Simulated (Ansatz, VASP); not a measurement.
One calculation of CdF2, two programs

File INCAR:

```
  PREC = Accurate
  ENCUT = 520
  EDIFF = 1E-6
  ISMEAR = -1
  SIGMA = 0.02
  LREAL = False
  LASPH = True
  NELM = 100
  ALGO = Normal
  ISIF = 2
  LWAVE = False
  LCHARG = False
  GGA = PE
  NBANDS = 20
```

The input KPOINTS:

```
Automatic mesh
0
Gamma
  8 8 8
```

POSCAR

```
CdF2
1.0
   -0.0188215442      2.6877493542      2.6877493542
    2.6877493542     -0.0188215442      2.6877493542
    2.6877493542      2.6877493542     -0.0188215442
Cd F
1 2
Direct
    0.0000000000      0.0000000000      0.0000000000
    0.2502885381      0.2502885381      0.2502885381
    0.7497114619      0.7497114619      0.7497114619
```

Input for Ansatz:

```yaml
crystal:
  lattice:
    - [-0.0188215442, 2.6877493542, 2.6877493542]
    - [2.6877493542, -0.0188215442, 2.6877493542]
    - [2.6877493542, 2.6877493542, -0.0188215442]
  atoms:
    - { symbol: Cd, position: [0.0, 0.0, 0.0] }
    - { symbol: F, position: [0.2502885381, 0.2502885381, 0.2502885381] }
    - { symbol: F, position: [0.7497114619, 0.7497114619, 0.7497114619] }
kpoints:
  mp_grid: { grid: [8, 8, 8] }
  band_path:
    path:
      - [0.0, 0.0, 0.0]
      - [0.5, 0.0, 0.5]
      - [0.625, 0.25, 0.625]
      - [0.375, 0.375, 0.75]
      - [0.5, 0.5, 0.5]
      - [0.5, 0.25, 0.75]
      - [0.244792, -0.5, -0.25]
    npoints: 1
hamiltonian:
  xc: pbe
scf:
  occupations: { method: fermi_dirac, width: 0.02 }
  n_extra_bands: 4
output:
  forces: true
  stress: true
  eigenvalues: true
```

Change from the starting cell: epitaxial_111 strain +0.5%.

Alike in both runs: task single point; functional PBE; k mesh 8 × 8 × 8; occupations fermi-dirac, width 0.02 eV; no spin polarisation.

|  | VASP | Ansatz |
| --- | --- | --- |
| version | VASP 6.6.1 | Ansatz 0.2.0 |
| potentials or method | VASP PAW PBE potentials, release 64 (Cd, F) | plane waves, PAW |
| plane-wave cutoff (eV) | 520 | 420 |
| valence electrons in the cell | 26 | 34 |

|  | VASP | Ansatz | Ansatz less VASP |
| --- | --- | --- | --- |
| gap on the k mesh at the Fermi level (eV) | 3.06 | 3.09 | +0.033 |
| pressure (GPa) | 5.8 | 5.1 | -0.73 |
| largest component of the traceless stress (GPa) | 0.19 | 0.17 | -0.024 |
| rms of the force components (eV/Å) | 0.007 | 0.005 | -0.0023 |

Atom by atom the forces differ by 0.002 eV/Å (rms over components). The two sets of potentials don't hold the same shells in valence.

A k mesh can miss the band edges.
